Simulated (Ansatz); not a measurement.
# What strain does to ZnO (rocksalt)

ZnO in the rocksalt structure, relaxed with r2SCAN in the plane-wave code Ansatz. The symmetry is Fm-3m (No. 225, cubic); a = 4.268 Å in the conventional setting, 9.72 Å³ an atom. Around Zn lie 6 O at 2.13 Å; around O lie 6 Zn at 2.13 Å.

The axes x, y and z are those of this cell:
```yaml
crystal:
  lattice:
    - [0.00000, 2.13377, 2.13377]
    - [2.13377, 0.00000, 2.13377]
    - [2.13377, 2.13377, 0.00000]
  atoms:
    - { symbol: Zn, position: [0.00000, 0.00000, 0.00000] }
    - { symbol: O, position: [0.50000, 0.50000, 0.50000] }
```

Unstrained: The PBE gap is indirect, 0.950 eV (L to Γ), below the direct gap of 2.350 eV at Γ. With r2SCAN the valence top lies at L and the conduction bottom at Γ, 1.567 eV higher; the smallest vertical gap, at Γ, is 3.005 eV. With HSE06 the valence top lies at L and the conduction bottom at Γ, 2.739 eV higher; the smallest vertical gap, at Γ, is 3.959 eV. Meshes: PBE 10×10×10, r2SCAN 10×10×10, HSE06 8×8×8. Strains are changes of length per length. After each strain the atoms were relaxed again with r2SCAN within the symmetry that the strain leaves, so tilts or polar shifts that break it weren't tested; points keep the names that they have in the unstrained zone. Spin-unpolarised throughout. Whether this structure exists isn't addressed.

Changes of the least gap in eV (an overlap counts as a negative gap):
```json
{"strain": "epitaxial +4.0 % in the xy plane, free normal strain -4.24 %", "volume change (%)": "+3.6", "space group": "I4/mmm", "PBE": "-0.300", "r2SCAN": "-0.326", "HSE06": "-0.354", "energy rise, r2SCAN (meV/atom)": "17.7"}
{"strain": "isotropic -3.0 % on every length", "volume change (%)": "-8.7", "space group": "Fm-3m", "PBE": "+0.451", "r2SCAN": "+0.476", "HSE06": "+0.565", "energy rise, r2SCAN (meV/atom)": "52.5"}
{"strain": "epitaxial +0.5 % in the plane normal to [111], free normal strain -0.40 %", "volume change (%)": "+0.6", "space group": "R-3m", "PBE": "-0.034", "r2SCAN": "-0.034", "HSE06": "-0.042", "energy rise, r2SCAN (meV/atom)": "0.5"}
{"strain": "uniaxial -2.0 % along x", "volume change (%)": "-2.0", "space group": "I4/mmm", "PBE": "+0.038", "r2SCAN": "+0.040", "HSE06": "+0.060", "energy rise, r2SCAN (meV/atom)": "3.4"}
{"strain": "isotropic +0.5 % on every length", "volume change (%)": "+1.5", "space group": "Fm-3m", "PBE": "-0.070", "r2SCAN": "-0.073", "HSE06": "-0.089", "energy rise, r2SCAN (meV/atom)": "1.3"}
```

Epitaxial +4.0 % in the xy plane, free normal strain -4.24 %. HSE06: the gap goes from 2.739 to 2.385 eV (-0.354 eV). Stress change with r2SCAN, compression positive: xx -6.59, yy -6.59, zz -0.02 GPa.

Isotropic -3.0 % on every length. HSE06: the gap goes from 2.739 to 3.304 eV (+0.565 eV). Stress change with r2SCAN, compression positive: xx +21.55, yy +21.55, zz +21.55 GPa. For HSE06, dE_g/d ln V = -6.2 eV over this step.

Epitaxial +0.5 % in the plane normal to [111], free normal strain -0.40 %. HSE06: the gap goes from 2.739 to 2.697 eV (-0.042 eV). Stress change with r2SCAN, compression positive: xx -1.14, yy -1.14, zz -1.14, xy +0.56, xz +0.56, yz +0.56 GPa.

Uniaxial -2.0 % along x, other directions held. HSE06: the gap goes from 2.739 to 2.799 eV (+0.060 eV). Stress change with r2SCAN, compression positive: xx +5.89, yy +3.36, zz +3.36 GPa.

Isotropic +0.5 % on every length. HSE06: the gap goes from 2.739 to 2.650 eV (-0.089 eV). Stress change with r2SCAN, compression positive: xx -2.79, yy -2.79, zz -2.79 GPa. For HSE06, dE_g/d ln V = -5.9 eV over this step.

The meshes of the hybrids are coarse, so their gaps aren't converged to the digits shown.
